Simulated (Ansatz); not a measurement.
NaCl in the CsCl-type structure, relaxed with r2SCAN, was run in the plane-wave code Ansatz under altered settings. All numbers are computed, without spin polarisation but where a row says otherwise.

```xyz
2
Lattice="3.4595 0.0000 0.0000 0.0000 3.4595 0.0000 0.0000 0.0000 3.4595" Properties=species:S:1:pos:R:3 pbc="T T T"
Na    0.0000    0.0000    0.0000
Cl    1.7298    1.7298    1.7298
```

The base run's other keys:
```yaml
kpoints:
  mp_grid: { grid: [4, 4, 4] }
hamiltonian:
  xc: hse06
scf:
  occupations: { method: fixed }
  n_extra_bands: 4
```

It takes 10 iterations with 799 plane waves at 420 eV and 10 k points, and leaves a mean stress of +0.65 GPa. The gap over this mesh is 5.430 eV.

Outcomes, with energy and stress as changes against the base:
```csv
setting,outcome,ΔF (meV/atom),Δ mean stress (GPa),gap on the mesh (eV),iterations
scf.exx.singularity: none,converged,-0.4,0.0,5.431,10
"PBE hybrid, exx coeff 0.1, omega 0.3 1/Å",converged,–,+0.4,4.530,9
"PBE hybrid, exx coeff 0.3, omega 0.2078 1/Å",converged,–,-0.1,5.704,11
"PBE hybrid, exx coeff 0.1, omega 0.5 1/Å",converged,–,+0.4,4.383,9
basis.ecutwfc: 40,not converged,–,–,–,15
"kpoints.mp_grid.grid: [2, 4, 6]","converged, warned",+79,+1.3,5.392,10
```
A dash marks a value that wasn't obtained or can't be compared. Stress is positive in compression. Its mean hides that meshes of lower symmetry stress the axes unequally.

- PBE hybrid, exx coeff 0.1, omega 0.3 1/Å. That is 10 % exact exchange, screened with ω = 0.3 1/Å, against HSE06's 25 % screened at 0.208 1/Å. The mean stress moves by +0.4 GPa and the gap on the mesh by -0.900 eV (to 4.530). Totals of different functionals aren't comparable.
- PBE hybrid, exx coeff 0.3, omega 0.2078 1/Å. That is 30 % exact exchange, screened with ω = 0.2078 1/Å, against HSE06's 25 % screened at 0.208 1/Å. The mean stress moves by -0.1 GPa and the gap on the mesh by +0.273 eV (to 5.704). Totals of different functionals aren't comparable.
- PBE hybrid, exx coeff 0.1, omega 0.5 1/Å. That is 10 % exact exchange, screened with ω = 0.5 1/Å, against HSE06's 25 % screened at 0.208 1/Å. The mean stress moves by +0.4 GPa and the gap on the mesh by -1.047 eV (to 4.383). Totals of different functionals aren't comparable.
- basis.ecutwfc: 40. The loop closes, but the program refuses the state that it reached. Error: refused after 3 iterations: little_group_invariance = 1.97e0 (threshold 2.00e-3); the orbitals of its last iteration put 2.95e0 electrons in one spin orbital (not within the limit of 2 on a converged state, `one_centre_occupation`), on the Na atom at site 0 (counted from 0), in its partial waves of l = 1 […]
- kpoints.mp_grid.grid: [2, 4, 6]. The free energy moves by +79 meV an atom, the mean stress by +1.3 GPa (single components by up to 4.0) and the gap on the mesh by -0.038 eV (to 5.392). The mesh breaks the crystal's symmetry, so the stress, and any force that symmetry no longer fixes, lose it too. The mesh is too coarse. Warned: symmetry narrowed by mesh.

Within 1 meV an atom, 0.1 GPa and 0.005 eV of the base stay: scf.exx.singularity: none.

The stress of a hybrid is loosely converged in these runs.

The meshes of the hybrids are coarse, so their gaps aren't converged to the digits shown.
